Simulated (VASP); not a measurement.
# Ti (P6_3/mmc) in VASP: settings compared, part 2 of 2

VASP 6.6.1. The steps go on from the part before.

## Step 4: Density of states, PBEsol

File run.py:

```python
from ase import Atoms
from ase.calculators.vasp import Vasp
from ase.dft.dos import DOS

atoms = Atoms(
    ['Ti', 'Ti'],
    cell=[[2.95, 0.0, 0.0], [-1.475, 2.5547749412, 0.0], [0.0, 0.0, 4.68]],
    scaled_positions=[[0.6666666667, 0.3333333333, 0.75], [0.3333333333, 0.6666666667, 0.25]],
    pbc=True,
)
calc = Vasp(
    directory='calc',
    xc='pbesol',
    pp='PBE',
    setups='recommended',
    pp_version='54',
    prec='Accurate',
    encut=520,
    ediff=1e-06,
    ismear=1,
    sigma=0.2,
    lreal=False,
    lasph=True,
    nelm=100,
    algo='Fast',
    isif=2,
    lwave=False,
    lcharg=False,
    lmaxmix=4,
    lorbit=10,
    kpts=[10, 10, 6],
    gamma=True,
    nbands=19,
)
atoms.calc = calc

print('energy (eV):', atoms.get_potential_energy())
print('free energy (eV):', atoms.get_potential_energy(force_consistent=True))
print('forces (eV/A):')
print(atoms.get_forces())
print('stress (eV/A^3, Voigt):', atoms.get_stress())
print('Fermi level (eV):', calc.get_fermi_level())
dos = DOS(calc, width=0.05, window=(-10, 10), npts=201)
print('E - E_F (eV), DOS (1/eV)')
for e, g in zip(dos.get_energies(), dos.get_dos()):
    print(f'{e:8.3f} {g:10.4f}')
```

Potentials or basis: VASP PAW PBE potentials, release 54 (Ti_sv).

Run with:

```console
$ python run.py
```

It took 48 s on 1 thread of Intel Xeon 6975P-C (Granite Rapids), shared host; peak memory 0.17 GiB.

The run converged. Its results:

```
Free energy                                           : -16.6395 eV
Pressure                                              : -6.3 GPa
Band gap on the k mesh                                : none (metal or under the smearing width)
Valence electrons inside the program's atomic spheres : Ti 10.24
```

Stress tensor (GPa, compression positive):
```
-6.05  0.00  0.00
 0.00 -6.05  0.00
 0.00  0.00 -6.67
```

Levels at points of the mesh, in eV from the Fermi level:
```csv
k point,band 9,band 10,band 11,band 12,band 13,band 14,band 15,band 16
"(0.00, 0.00, 0.00)",-6.17,-2.66,0.73,0.77,0.77,0.86,1.25,1.25
"(0.50, 0.00, 0.00)",-2.33,-2.12,-1.82,-0.63,0.47,0.60,1.15,3.29
"(0.00, 0.00, 0.50)",-4.34,-4.34,0.08,0.08,0.67,0.67,0.67,0.67
"(0.50, 0.00, 0.50)",-2.51,-2.51,-0.80,-0.80,1.29,1.29,1.70,1.70
```

States per cell in windows of 1 eV (zero at the Fermi level; states under -8 eV left out):
| from (eV) | total | Ti1_d | Ti2_d | Ti1_p | Ti2_p | Ti1_s | Ti2_s |
| --- | --- | --- | --- | --- | --- | --- | --- |
| -8.0 | 0.00 | 0.00 | 0.00 | 0.00 | 0.00 | 0.00 | 0.00 |
| -7.0 | 0.00 | 0.00 | 0.00 | 0.00 | 0.00 | 0.00 | 0.00 |
| -6.0 | 0.17 | 0.00 | 0.00 | 0.00 | 0.00 | 0.03 | 0.03 |
| -5.0 | 0.28 | 0.00 | 0.00 | 0.01 | 0.01 | 0.04 | 0.04 |
| -4.0 | 0.41 | 0.02 | 0.02 | 0.02 | 0.02 | 0.05 | 0.05 |
| -3.0 | 1.74 | 0.29 | 0.29 | 0.05 | 0.05 | 0.11 | 0.11 |
| -2.0 | 2.24 | 0.61 | 0.61 | 0.05 | 0.05 | 0.03 | 0.03 |
| -1.0 | 2.77 | 0.83 | 0.83 | 0.08 | 0.08 | 0.01 | 0.01 |
| 0.0 | 4.36 | 1.54 | 1.54 | 0.09 | 0.09 | 0.01 | 0.01 |
| 1.0 | 3.07 | 1.21 | 1.21 | 0.04 | 0.04 | 0.00 | 0.00 |
| 2.0 | 2.10 | 0.93 | 0.93 | 0.01 | 0.01 | 0.00 | 0.00 |
| 3.0 | 4.18 | 1.94 | 1.94 | 0.02 | 0.02 | 0.01 | 0.01 |
| 4.0 | 0.45 | 0.18 | 0.18 | 0.01 | 0.01 | 0.01 | 0.01 |
| 5.0 | 0.20 | 0.06 | 0.06 | 0.01 | 0.01 | 0.00 | 0.00 |
| 6.0 | 0.03 | 0.01 | 0.01 | 0.00 | 0.00 | 0.00 | 0.00 |
| 7.0 | 0.00 | 0.00 | 0.00 | 0.00 | 0.00 | 0.00 | 0.00 |

Caveat: the PAW data sets were made with another functional, which shifts forces and pressure a little.

## Step 5: Optical spectrum, TB-mBJ

File POSCAR:

```
Ti
1.0
    2.9500000000      0.0000000000      0.0000000000
   -1.4750000000      2.5547749412      0.0000000000
    0.0000000000      0.0000000000      4.6800000000
Ti
2
Direct
    0.6666666667      0.3333333333      0.7500000000
    0.3333333333      0.6666666667      0.2500000000
```

File INCAR.step1:

```
PREC = Accurate ; ENCUT = 520
EDIFF = 1E-5 ; ISMEAR = 1
SIGMA = 0.1 ; LREAL = False
LASPH = True ; NELM = 100
ALGO = Normal ; ISIF = 2
LWAVE = True ; LCHARG = False
NBANDS = 36 ; GGA = PE
```

File INCAR.step2:

```
PREC = Accurate ; ENCUT = 520
EDIFF = 1E-6 ; ISMEAR = 1
SIGMA = 0.1 ; LREAL = False
LASPH = True ; NELM = 100
ALGO = Normal ; ISIF = 2
LWAVE = False ; LCHARG = False
METAGGA = MBJ ; LOPTICS = True
NBANDS = 36 ; NEDOS = 1000
CSHIFT = 0.05 ; ISTART = 1
```

File KPOINTS:

```
regular mesh
0
Gamma
  10 10 6
```

Potentials or basis: VASP PAW PBE potentials, release 64 (Ti_sv).

Run with:

```console
$ cat potpaw_PBE.64/Ti_sv/POTCAR > POTCAR
$ cp INCAR.step1 INCAR
$ mpirun -np 1 vasp_std > vasp.out
$ cp INCAR.step2 INCAR
$ mpirun -np 1 vasp_std > vasp.out
```

OUTCAR:

```text
PREC = Accurate
   ENCUT = 520
   EDIFF = 1E-6
   ISMEAR = 1
   LREAL = False
   LASPH = True
   NELM = 100
   ISIF = 2
   METAGGA = MBJ
   ISTART = 1

 ion  position               nearest neighbor table
   1  0.667  0.333  0.750-   2 2.89   2 2.89   2 2.89   2 2.89   2 2.89   2 2.89
[... 997 lines left out ...]
     3.27604    -1.14761    -1.14761    -7.56298    -0.00000     0.00000    -0.00000
     4.36805    -8.92388    -8.92388    -9.46576    -0.00000    -0.00000     0.00000
     5.46006    -2.15665    -2.15665    -2.38165     0.00000     0.00000    -0.00000
[... 92 lines left out ...]
   107.01716     0.94638     0.94638     0.94619     0.00000    -0.00000     0.00000
   108.10917     0.94757     0.94757     0.94737     0.00000    -0.00000     0.00000

  frequency dependent IMAGINARY DIELECTRIC FUNCTION (independent particle, no local field effects) current-current
     E(ev)      X         Y         Z        XY        YZ        ZX
  --------------------------------------------------------------------------------------------------------------
     0.00000    57.01442    57.01442    -6.47864     0.00000     0.00000    -0.00000
     1.09201    50.74214    50.74214    67.66642    -0.00000     0.00000    -0.00000
     2.18402    31.41682    31.41682    19.73417     0.00000    -0.00000    -0.00000
     3.27604    12.19300    12.19300    17.86846     0.00000     0.00000    -0.00000
     4.36805     5.45375     5.45375     6.19321     0.00000    -0.00000    -0.00000
     5.46006     1.50426     1.50426     1.77797     0.00000     0.00000     0.00000
[... 92 lines left out ...]
   107.01716    -0.00000    -0.00000    -0.00000     0.00000     0.00000    -0.00000
   108.10917    -0.00000    -0.00000    -0.00000     0.00000     0.00000    -0.00000

  frequency dependent      REAL DIELECTRIC FUNCTION (independent particle, no local field effects) current-current
     E(ev)        X           Y           Z          XY          YZ          ZX
  --------------------------------------------------------------------------------------------------------------
     0.00000    40.53353    40.53353   156.14899    -0.00000    -0.00000    -0.00000
     1.09201    16.92066    16.92066     7.49517     0.00000     0.00000     0.00000
     2.18402    -7.05227    -7.05227    -5.28550     0.00000    -0.00000    -0.00000
     3.27604    -1.60557    -1.60557    -8.17738     0.00000    -0.00000    -0.00000
     4.36805    -9.06766    -9.06766    -9.61826     0.00000    -0.00000    -0.00000
     5.46006    -2.19123    -2.19123    -2.41763     0.00000     0.00000    -0.00000
[... 92 lines left out ...]
   107.01716     0.94639     0.94639     0.94620     0.00000    -0.00000     0.00000
   108.10917     0.94758     0.94758     0.94739     0.00000    -0.00000     0.00000
```

OUTCAR.step1:

```text
PREC = Accurate
   ENCUT = 520
   EDIFF = 1E-5
   ISMEAR = 1
   LREAL = False
[... 877 lines left out ...]
      1.47500      0.85159      3.51000         0.000000      0.000000      0.000000
     -0.00000      1.70318      1.17000        -0.000000      0.000000      0.000000
 -----------------------------------------------------------------------------------
    total drift:                               -0.000000      0.000000     -0.000000

  FREE ENERGIE OF THE ION-ELECTRON SYSTEM (eV)
  ---------------------------------------------------
  free  energy   TOTEN  =       -15.6657293666 eV

  energy  without entropy=      -15.6640556776  energy(sigma->0) =      -15.66517147
```

Wall time 72 s (1 thread of Intel Xeon 6975P-C (Granite Rapids), shared host); peak memory 0.24 GiB.

Results:

| Item | Value |
| --- | --- |
| Band gap on the k mesh | none (metal or under the smearing width) |

Levels at points of the mesh, in eV from the Fermi level:
| k point | band 9 | band 10 | band 11 | band 12 | band 13 | band 14 | band 15 | band 16 |
| --- | --- | --- | --- | --- | --- | --- | --- | --- |
| (0.00, 0.00, 0.00) | -5.65 | -2.54 | 0.69 | 0.69 | 0.73 | 1.01 | 1.15 | 1.15 |
| (0.50, 0.00, 0.00) | -2.14 | -2.09 | -1.79 | -0.45 | 0.45 | 0.64 | 1.10 | 3.11 |
| (0.00, 0.00, 0.50) | -3.89 | -3.89 | 0.02 | 0.02 | 0.60 | 0.60 | 0.60 | 0.60 |
| (0.50, 0.00, 0.50) | -2.37 | -2.37 | -0.84 | -0.84 | 1.46 | 1.46 | 1.64 | 1.64 |

Dielectric function (mean over the directions given):
| energy (eV) | real part | imaginary part |
| --- | --- | --- |
| 0.33 | 63.46 | 59.86 |
| 0.76 | 31.70 | 50.82 |
| 1.31 | 14.81 | 42.66 |
| 1.75 | 0.92 | 44.28 |
| 2.29 | -7.19 | 25.32 |
| 2.84 | -3.33 | 15.25 |
| 3.28 | -3.29 | 14.12 |
| 3.82 | -10.94 | 15.42 |
| 4.26 | -9.55 | 7.74 |
| 4.80 | -6.11 | 2.84 |
| 5.35 | -3.03 | 2.66 |
| 5.79 | -1.33 | 6.66 |
| 6.33 | -3.56 | 5.35 |
| 6.77 | -3.11 | 2.90 |
| 7.32 | -2.78 | 1.15 |
| 7.86 | -1.18 | 0.52 |
| 8.30 | -0.94 | 2.19 |
| 8.85 | 0.13 | 0.17 |
| 9.39 | 1.27 | 1.22 |
| 9.83 | -0.01 | 1.74 |
| 10.37 | -0.32 | 1.55 |
| 10.81 | -0.64 | 2.85 |
| 11.36 | -0.88 | 1.21 |
| 11.90 | -0.65 | 2.00 |
| 12.34 | -0.81 | 1.08 |
| 12.89 | -0.25 | 1.13 |
| 13.32 | -0.45 | 0.55 |
| 13.87 | -0.23 | 1.08 |
| 14.41 | -0.07 | 1.16 |
| 14.85 | -0.24 | 0.32 |
| 15.40 | 0.04 | 0.71 |
| 15.94 | -0.07 | 0.59 |
| 16.38 | 0.14 | 0.30 |
| 16.93 | 0.14 | 0.24 |
| 17.36 | 0.35 | 0.19 |
| 17.91 | 0.15 | 0.65 |
| 18.45 | 0.30 | 0.25 |
| 18.89 | 0.44 | 0.19 |
| 19.44 | 0.53 | 0.32 |
| 19.98 | 0.49 | 0.30 |

Caveat: spectra need much finer meshes, so this one isn't converged; independent-particle spectra lack excitons; the intraband (Drude) part of a metal's response may be missing; the PAW data sets were made with another functional, which shifts forces and pressure a little.

## Step 6: The reference run

An earlier run on the cell as given: functional PBE; potentials or basis VASP PAW PBE potentials, release 64 (Ti_sv); cutoff 520 eV; k mesh 10 × 10 × 6; occupations fermi-dirac, width 0.05 eV; no spin polarisation.

- Pressure: -1.7 GPa
- Band gap on the k mesh: none (metal or under the smearing width)

## Step 7: Overview

| task | level | potentials or basis | cutoff (eV) | smearing | gap on the mesh (eV) | pressure (GPa) |
| --- | --- | --- | --- | --- | --- | --- |
| equation of state | PBEsol+D3 | VASP PAW PBE potentials, release 64 (Ti) | 500 | methfessel-paxton 0.1 eV | - | - |
| band structure | optPBE-vdW | VASP PAW PBE potentials, release 64 (Ti_sv) | 520 | methfessel-paxton 0.1 eV | - | - |
| density of states | PBEsol | VASP PAW PBE potentials, release 54 (Ti_sv) | 520 | methfessel-paxton 0.2 eV | none | -6.3 |
| optical spectrum | TB-mBJ | VASP PAW PBE potentials, release 64 (Ti_sv) | 520 | methfessel-paxton 0.1 eV | none | - |
| single point | PBE | VASP PAW PBE potentials, release 64 (Ti_sv) | 520 | fermi-dirac 0.05 eV | none | -1.7 |

Alike in all rows: no spin polarisation; cell as given; k mesh 10 × 10 × 6.

Caveats: the PAW data sets were made with another functional, which shifts forces and pressure a little (some runs); spectra need much finer meshes, so this one isn't converged (some runs); independent-particle spectra lack excitons (some runs); the intraband (Drude) part of a metal's response may be missing (some runs).

Absolute energies hang on the potentials; compare differences alone.
